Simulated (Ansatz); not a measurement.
Fe:

```
Fe
1.0
    -1.44300    1.44300    1.44300
     1.44300   -1.44300    1.44300
     1.44300    1.44300   -1.44300
Fe
1
Direct
  0.00000 0.00000 0.00000
```

Alike in all runs: program Ansatz 0.2.0; functional PBE; potentials or basis Ansatz PAW; cutoff 420 eV (not typed: the program's choice for these potentials); k mesh 13 × 13 × 13; occupations fermi-dirac, width 0.05 eV.

Starts and where they ended:

| start | free energy over the lowest (meV/atom) | net moment (μB) | site or absolute moments (μB) | gap |
| --- | --- | --- | --- | --- |
| collinear spin, ferromagnetic start of up to 3 μB | 0.0 | 2.25 | Fe +2.31 | none (metal or under the smearing width) |
| collinear spin, random start of up to 2.74 μB | 0.0 | -2.25 | Fe -2.31 | none (metal or under the smearing width) |
| no spin polarisation | 585.0 | - | - | none (metal or under the smearing width) |

Allowing spin polarisation gains 585 meV/atom. A still lower state may exist.
